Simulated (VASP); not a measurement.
All values below come from PBEsol GGA, VASP's PBE PAW potentials (set 64) (plane waves; VASP).

A VASP calculation is set up with these files.

### KPOINTS
```
Automatic mesh
0
Gamma
7 7 7
0 0 0
```

### POSCAR
```
CsCl
1
    4.0730141105     0.0000000000     0.0000000000
    0.0000000000     4.0730141105     0.0000000000
    0.0000000000     0.0000000000     4.0730141105
Cs Cl
1 1
Direct
  0.0000000000   0.0000000000   0.0000000000
  0.5000000000   0.5000000000   0.5000000000
```

### INCAR
```
# general
SYSTEM  = CsCl
PREC    = Accurate
ENCUT   = 400
LREAL   = .FALSE.
LASPH   = .TRUE.

# electronic loop
EDIFF   = 1E-7
NELM    = 100
ALGO    = Normal
LMAXMIX = 4

# smearing
ISMEAR  = -5

# functional
GGA     = PS

# ions
ISIF    = 2

# output
LWAVE   = .FALSE.
LCHARG  = .TRUE.
LORBIT  = 11
NEDOS   = 601
```

POTCAR, in this order: Cs_sv Cl (PBE.64 set). Program: vasp_std.

Output

OUTCAR:
```
 ion  position               nearest neighbor table
   1  0.000  0.000  0.000-
   2  0.500  0.500  0.500-
  LATTYP: Found a simple cubic cell.
 ALAT       =     4.0730141105
 Subroutine PRICEL returns:
 Original cell was already a primitive cell.
 Subroutine GETGRP returns: Found 48 space group operations
The static configuration has the point symmetry O_h .
The dynamic configuration has the point symmetry O_h .
 Subroutine INISYM returns: Found 48 space group operations
 Subroutine IBZKPT returns following result:
 Found     20 irreducible k-points:

 Following reciprocal coordinates:
            Coordinates               Weight
  0.000000  0.000000  0.000000      1.000000
  0.142857  0.000000  0.000000      6.000000
  0.285714  0.000000  0.000000      6.000000
  0.428571  0.000000  0.000000      6.000000
  0.142857  0.142857  0.000000     12.000000
  0.285714  0.142857  0.000000     24.000000
  0.428571  0.142857  0.000000     24.000000
  0.285714  0.285714  0.000000     12.000000
  0.428571  0.285714  0.000000     24.000000
  0.428571  0.428571  0.000000     12.000000
  0.142857  0.142857  0.142857      8.000000
  0.285714  0.142857  0.142857     24.000000
  0.428571  0.142857  0.142857     24.000000
  0.285714  0.285714  0.142857     24.000000
  0.428571  0.285714  0.142857     48.000000
  0.428571  0.428571  0.142857     24.000000
  0.285714  0.285714  0.285714      8.000000
  0.428571  0.285714  0.285714     24.000000
  0.428571  0.428571  0.285714     24.000000
  0.428571  0.428571  0.428571      8.000000
   k-points           NKPTS =     20   k-points in BZ     NKDIM =     20   number of bands    NBANDS=     12
   number of dos      NEDOS =    601   number of ions     NIONS =      2
   total plane-waves  NPLWV =  21952
   dimension x,y,z NGX =    28 NGY =   28 NGZ =   28
...
```

File OSZICAR:
```
       N       E                     dE             d eps       ncg     rms          rms(c)
DAV:   1     0.849062469356E+02    0.84906E+02   -0.60824E+03   480   0.946E+02
DAV:   2    -0.146952886661E+01   -0.86376E+02   -0.80916E+02   700   0.173E+02
DAV:   3    -0.714166763628E+01   -0.56721E+01   -0.56537E+01   604   0.514E+01
DAV:   4    -0.719623105312E+01   -0.54563E-01   -0.54543E-01   576   0.617E+00
DAV:   5    -0.719705397220E+01   -0.82292E-03   -0.82273E-03   608   0.729E-01    0.212E+00
DAV:   6    -0.688721503855E+01    0.30984E+00   -0.53560E-01   540   0.429E+00    0.153E+00
DAV:   7    -0.684746270127E+01    0.39752E-01   -0.16766E-01   648   0.236E+00    0.872E-01
DAV:   8    -0.684609861148E+01    0.13641E-02   -0.12407E-02   560   0.831E-01    0.124E-01
DAV:   9    -0.684623995594E+01   -0.14134E-03   -0.24261E-03   632   0.328E-01    0.101E-01
DAV:  10    -0.684631142586E+01   -0.71470E-04   -0.18164E-04   564   0.112E-01    0.215E-02
DAV:  11    -0.684632374244E+01   -0.12317E-04   -0.36311E-05   604   0.407E-02    0.570E-03
DAV:  12    -0.684632321957E+01    0.52287E-06   -0.78317E-06   572   0.177E-02    0.192E-03
DAV:  13    -0.684632308378E+01    0.13579E-06   -0.40640E-07   592   0.470E-03    0.816E-04
DAV:  14    -0.684632312520E+01   -0.41415E-07   -0.17908E-07   436   0.249E-03
   1 F= -.68463231E+01 E0= -.68463231E+01  d E =0.000000E+00
```

**OUTCAR**
```
------------------------ aborting loop because EDIFF is reached ----------------------------------------
  FORCE on cell =-STRESS in cart. coord.  units (eV):
  Direction    XX          YY          ZZ          XY          YZ          ZX
  --------------------------------------------------------------------------------------
  Total       -0.0047745     -0.0047745     -0.0047745     -0.0000000      0.0000000      0.0000000
  in kB       -0.1132108     -0.1132108     -0.1132108     -0.0000000      0.0000000      0.0000000
  external PRESSURE =      -0.1132108 kB  Pullay stress =       0.0000000 kB
  volume of cell :       67.57
      direct lattice vectors                 reciprocal lattice vectors
     4.073014110  0.000000000  0.000000000     0.245518423  0.000000000  0.000000000
     0.000000000  4.073014110  0.000000000     0.000000000  0.245518423  0.000000000
     0.000000000  0.000000000  4.073014110     0.000000000  0.000000000  0.245518423
 POSITION                                       TOTAL-FORCE (eV/Angst)
 -----------------------------------------------------------------------------------
      0.00000      0.00000      0.00000         0.000000      0.000000      0.000000
      2.03651      2.03651      2.03651         0.000000      0.000000      0.000000
 -----------------------------------------------------------------------------------
    total drift:                                0.000000      0.000000      0.000000
  FREE ENERGIE OF THE ION-ELECTRON SYSTEM (eV)
  ---------------------------------------------------
  free  energy   TOTEN  =        -6.8463231252 eV

  energy  without entropy=       -6.8463231252  energy(sigma->0) =       -6.84632313

 total charge

# of ion       s       p       d       tot
------------------------------------------
    1        1.853   4.692   0.035   6.579
    2        1.581   3.519   0.000   5.100
--------------------------------------------------
tot          3.434   8.211   0.035  11.680
```
(Selected blocks of OUTCAR.)

The compound is CsCl in the CsCl type structure. It was relaxed first.
